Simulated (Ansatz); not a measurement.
Runs of Ansatz 0.2.0 on GaAs. The structure is tetragonal, space group P4/mmm (No. 123). Conventional cell: a = 3.810 Å, b = 3.810 Å, c = 2.739 Å, α = 90.00°, β = 90.00°, γ = 90.00°. Around Ga (site symmetry 4/mmm) lie 4 As at 2.69 Å and 2 Ga at 2.74 Å. As (site symmetry 4/mmm) has 4 Ga at 2.69 Å and 2 As at 2.74 Å as nearest neighbours. The cell was built by a generator and needn't be a form met in nature.

```tsv
task	level	spin	k mesh	points for each segment of the path	gap on the mesh (eV)	pressure (GPa)
single point	PBE0	SOC, no magnetisation	3 × 3 × 4	-	none	-4.1
single point	HSE06	SOC, no magnetisation	3 × 3 × 4	-	none	-3.8
band structure	HSE06	off	4 × 4 × 5	4	none	(b)
band structure	HSEsol	off	4 × 4 × 5	4	none	(a)
band structure	HSE03	off	4 × 4 × 5	4	none	-0.3
```

Alike in all rows: potentials or basis Ansatz PAW; cell as given; cutoff (eV) 420; smearing fermi-dirac 0.05 eV; the mesh is coarse, so values aren't converged.

Q: Fill in the values left out.

A: (a) -2.9; (b) -0.6.

Caveats: all runs use coarse meshes; the PAW data sets come from PBE, with cores solved anew for the run's functional, which leaves a small shift of forces and pressure; the thresholds are loose for stress.

A k mesh can miss the band edges, and rows without SOC leave out spin-orbit coupling on As, Ga.

A gap of «none» marks a metal or a gap under the smearing width.
